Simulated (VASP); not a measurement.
Set up this calculation in VASP 6.6.1, as the native input.

```yaml
Task: relaxation of cell and atoms
Functional: PBE
Dispersion: rVV10
Potentials_or_basis: VASP PAW PBE potentials, release 64 (Pt, S)
Cutoff: 600 eV
k_mesh: 9 × 9 × 5
Occupations: fermi-dirac, width 0.05 eV
Spin: no spin polarisation
Further_INCAR_settings: ALGO = Fast; EDIFF = 1e-07; IBRION = 2; EDIFFG = -0.02; NSW = 40; ISIF = 3
```

The structure of PtS2 lies in POSCAR:

```
PtS2
1.0
    3.5432000000      0.0000000000      0.0000000000
   -1.7716000000      3.0685012107      0.0000000000
    0.0000000000      0.0000000000      5.0388000000
Pt S
1 2
Direct
    0.0000000000      0.0000000000      0.0000000000
    0.6666666667      0.3333333333      0.7730000000
    0.3333333333      0.6666666667      0.2270000000
```

The input as run:

INCAR

```
ALGO = Fast ; BPARAM = 10.0
CPARAM = 0.0093 ; EDIFF = 1E-7
EDIFFG = -0.02 ; ENCUT = 600
GGA = PE ; IBRION = 2
ISIF = 3 ; ISMEAR = -1
IVDW_NL = 2 ; LASPH = T
LCHARG = F ; LREAL = F
LUSE_VDW = T ; LWAVE = F
NELM = 80 ; NSW = 40
PREC = Accurate ; SIGMA = 0.05
```

KPOINTS

```
k-points
0
Gamma
  9 9 5
```

Potentials or basis: VASP PAW PBE potentials, release 64 (Pt, S).

The run is started by

```bash
$ cat potpaw_PBE.64/Pt/POTCAR potpaw_PBE.64/S/POTCAR > POTCAR
$ mpirun -np 1 vasp_std > vasp.out
```

It gave:

| Item | Value |
| --- | --- |
| Relaxed volume | 19.05 Å³/atom |
| Relaxed cell | a = 3.578 Å, b = 3.578 Å, c = 5.153 Å, α = 90.00°, β = 90.00°, γ = 120.00° |
| Space group after relaxing (to 0.05 Å) | P-3m1 (No. 164) |
| Energy gained by relaxing | 43.0 meV/atom |
| Ionic steps | 12 |
| Pressure after relaxing | -0.1 GPa |
| Largest force after relaxing | 0.009 eV/Å |
| Band gap on the k mesh | 0.86 eV, indirect (least direct gap 1.02 eV) |

Caveat: spin-orbit coupling is left out, which moves the levels of the heavy elements; an odd mesh through Γ misses points on the zone boundary, where band edges often lie.

Run time: 9.1 min on 1 thread of Intel(R) Xeon(R) Platinum 8488C (Sapphire Rapids), with other jobs on the host, peak memory 0.33 GiB.
